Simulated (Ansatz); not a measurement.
Input of an Ansatz 0.2.0 run:

Contents of input.yaml:

```yaml
crystal:
  lattice:
    - [3.184541456, 0.0, 0.0]
    - [-1.592270728, 2.7578938003, 0.0]
    - [0.0, 0.0, 21.67053472]
  atoms:
    - { symbol: Mo, position: [0.3333333333, 0.6666666667, 0.85116023] }
    - { symbol: Mo, position: [0.6666666667, 0.3333333333, 0.14883977] }
    - { symbol: S, position: [0.6666666667, 0.3333333333, 0.77962539] }
    - { symbol: S, position: [0.3333333333, 0.6666666667, 0.077251] }
    - { symbol: S, position: [0.6666666667, 0.3333333333, 0.922749] }
    - { symbol: S, position: [0.3333333333, 0.6666666667, 0.22037461] }
hamiltonian:
  xc: pbesol
  pseudopotentials: { kind: paw }
kpoints:
  mp_grid: { grid: [10, 10, 2] }
scf:
  occupations: { method: fermi_dirac, width: 0.05 }
output:
  forces: true
  stress: true
  write_density: true
  write_potential: true
  elf: true
  volumetric_format: npy
relax:
  f_tol: 0.01
  max_steps: 40
  cell: { stress_tol: 0.05 }
```

Potentials or basis: Ansatz PAW.

The run is started by

```bash
$ ansatz run input.yaml --threads 2 --pin off --max-ram 5632MiB --backend cpu --events-out ev --progress --plain --runs-dir out
```

Question: What does it give for the space group after relaxing (to 0.05 Å)?

Answer: P-3m1 (No. 164).

Question: Predict the band gap on the k mesh.

Answer: 1.44 eV, indirect (least direct gap 2.02 eV).

Question: Estimate the relaxed volume.

Answer: 30.71 Å³/atom.

Question: Predict the relaxed cell.

Answer: a = 3.141 Å, b = 3.141 Å, c = 21.568 Å, α = 90.00°, β = 90.00°, γ = 120.00°.

Step by step:
```
step  energy change (eV)  largest force (eV/Å)  volume (Å³)
   1              0.0000                0.1333       190.32
   2             -0.0386                0.0604       184.83
   3             -0.0394                0.0100       184.18
   4             -0.0394                0.0006       184.27
   5             -0.0391                0.0005       184.27
```

Caveat: the plane-wave basis is chosen anew once the cell has moved, so the energies of steps on either side of that aren't comparable; the PAW data sets come from PBE, with cores solved anew for the run's functional, which leaves a small shift of forces and pressure. PBEsol gaps usually lie below the measured ones, often by a third to a half.
